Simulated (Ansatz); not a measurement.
# TiS2: the cost of one run

Program: Ansatz 0.2.0, driven from Python. The levels of theory stand in the script. These are calculated values, not measurements.

## 1. The structure

It takes space group P-3m1 (No. 164, trigonal). Conventional cell: a = 3.412 Å, b = 3.412 Å, c = 5.695 Å, α = 90.00°, β = 90.00°, γ = 120.00°. Ti (site symmetry -3m) has 6 S at 2.43 Å in its first shell of neighbours. Around S (site symmetry 3m) lie 3 Ti at 2.43 Å.

No structure file is read: the coordinates are typed or built in the script.

## 2. The script

Input file lattice.py:

```python
"""Relaxed cell of TiS2 under several functionals."""

import ansatz as az
import numpy as np

KGRID = (12, 12, 4)
FILLING = "fermi_dirac"
SIGMA = 0.05
FORCE_TOL = 0.02

def edges_and_angles(cell):
    cell = np.asarray(cell)
    a, b, c = np.linalg.norm(cell, axis=1)
    cosines = cell[1] @ cell[2] / (b * c), cell[0] @ cell[2] / (a * c), cell[0] @ cell[1] / (a * b)
    return (a, b, c, *np.degrees(np.arccos(cosines)))

crystal = (
    az.Lattice.from_parameters(3.412, 3.412, 5.695, alpha=90, beta=90, gamma=120)
    .space_group(164)
    .atom("Ti", (0.0, 0.0, 0.0))
    .atom("S", (1 / 3, 2 / 3, 0.25))
)

calculation = (
    crystal.calculation()
    .kpoints(*KGRID)
    .occupations(FILLING, width=SIGMA)
    .relax(cell=True, force_tolerance=FORCE_TOL, max_steps=40)
)

levels = [("pbe", "d3bj"), ("r2scan", "rvv10"), ("r2scan", "none")]
print("level            a       b       c    alpha   beta  gamma  V/atom  steps")
for name, dispersion in levels:
    seen = []
    run = calculation.functional(name, dispersion=dispersion).session().plan()
    out = run.execute(on_event=lambda e: seen.append(e) if e["event"] == "relax_step" else None)
    cell = out.lattice.cell_ang
    label = name if dispersion == "none" else f"{name}+{dispersion}"
    print("{:13s} {:7.4f} {:7.4f} {:7.4f} {:6.2f} {:6.2f} {:6.2f}".format(label, *edges_and_angles(cell)), f"{abs(np.linalg.det(cell)) / len(out.lattice.sites):7.3f} {len(seen):5d}")
```

## 3. Running it

The run is started by

```sh
$ python lattice.py
```

Q: Estimate wall time and peak memory on 1 thread of Arm Neoverse V2, shared host.

About 2.1 min, with a peak of 0.7 GiB.
